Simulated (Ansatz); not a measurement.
Here is an Ansatz 0.2.0 calculation.

Contents of input.yaml:

```yaml
crystal:
  lattice:
    - [-2.5065, 2.5065, 2.5065]
    - [2.5065, -2.5065, 2.5065]
    - [2.5065, 2.5065, -2.5065]
  atoms:
    - { symbol: Ba, position: [0.0, 0.0, 0.0] }
hamiltonian:
  xc: pbesol
  pseudopotentials: { kind: paw_fr }
magnetization:
  noncollinear: true
  spin_orbit: true
kpoints:
  mp_grid: { grid: [8, 8, 8] }
  band_path:
    path:
      - [[0.0, 0.0, 0.0], [0.5, -0.5, 0.5], [0.0, 0.0, 0.5], [0.0, 0.0, 0.0], [0.25, 0.25, 0.25], [0.5, -0.5, 0.5]]
      - [[0.25, 0.25, 0.25], [0.0, 0.0, 0.5]]
    npoints: 14
scf:
  occupations: { method: fermi_dirac, width: 0.05 }
  n_extra_bands: 6
output:
  forces: true
  stress: true
  eigenvalues: true
  fatbands: false
```

Potentials or basis: Ansatz PAW.

The run is started by

```console
$ ansatz run input.yaml --threads 2 --pin off --max-ram 5632MiB --backend cpu --events-out ev --progress --plain --runs-dir out
```

Problem. Predict the pressure.

Solution. -0.7 GPa.

Problem. What does it give for the band gap on the k mesh?

Solution. None (metal or under the smearing width).

Levels at the corners of the path, in eV from the Fermi level:
```csv
point,band 6,band 7,band 8,band 9,band 10,band 11,band 12,band 13,band 14,band 15
Γ,-13.11,-13.11,-13.11,-2.74,-2.74,1.81,1.81,1.81,1.81,1.90
H,-13.47,-13.47,-13.47,-0.51,-0.51,-0.51,-0.51,3.73,3.73,4.16
N,-13.48,-13.19,-13.19,-0.88,-0.88,0.70,0.70,1.25,1.25,3.23
Γ,-13.11,-13.11,-13.11,-2.74,-2.74,1.81,1.81,1.81,1.81,1.90
P,-13.38,-13.38,-13.38,0.41,0.41,0.60,0.60,0.60,0.60,3.52
H,-13.47,-13.47,-13.47,-0.51,-0.51,-0.51,-0.51,3.73,3.73,4.16
P,-13.38,-13.38,-13.38,0.41,0.41,0.60,0.60,0.60,0.60,3.52
N,-13.48,-13.19,-13.19,-0.88,-0.88,0.70,0.70,1.25,1.25,3.23
```

Caveat: the PAW data sets come from PBE, with cores solved anew for the run's functional, which leaves a small shift of forces and pressure.
